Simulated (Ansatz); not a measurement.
# TiCo₂: how the energy converges with the cutoff

TiCo₂, Fd-3m, a = 6.704 Å. The structure is a COD entry; whether it is the stable form wasn't checked. Ansatz: r2SCAN, PAW, cutoff varied, Γ-centred 10×10×10 mesh on 6 atoms, Gaussian smearing 0.10 eV; collinear spin, largest moment 1.6 μB. Single points at one geometry, the cutoff alone changed; ΔE is the energy at zero smearing over the run at 850 eV. The runs at 150, 200 eV ended in another magnetic state and are left out. The runs up to 460 eV lie under the cutoff recommended for these PAW datasets.

| cutoff (eV) | ΔE (meV/atom) |
| --- | --- |
| 250 | 3078.93 |
| 300 | 447.43 |
| 350 | 39.48 |
| 380 | 10.83 |
| 460 | 4.36 |
| 500 | 2.75 |
| 520 | 2.21 |
| 600 | 1.29 |
| 700 | ? |

Task: Assume ΔE falls exponentially with the cutoff, fit y = ln ΔE against x, the cutoff in eV, to the other rows, and predict the missing value.

Result: y = 8.032, 6.104, 3.676, 2.382, 1.472, 1.012, 0.793, 0.255. Means x = 420.0, y = 2.9657; Σ(Δx)² = 100200, ΣΔxΔy = -2185; the slope is their ratio. y = 12.13 − 0.02181 x, a factor of ten per 106 eV. At 700 eV this gives ΔE = 0.04 meV/atom. The run gave 0.79, a ratio of 0.05. Between neighbouring rows the decay runs from a factor of ten per 47 eV to one per 470 eV, so one exponential is only a rough guide. The fast fall gives way to a slow tail, so a fit to low cutoffs promises convergence too early.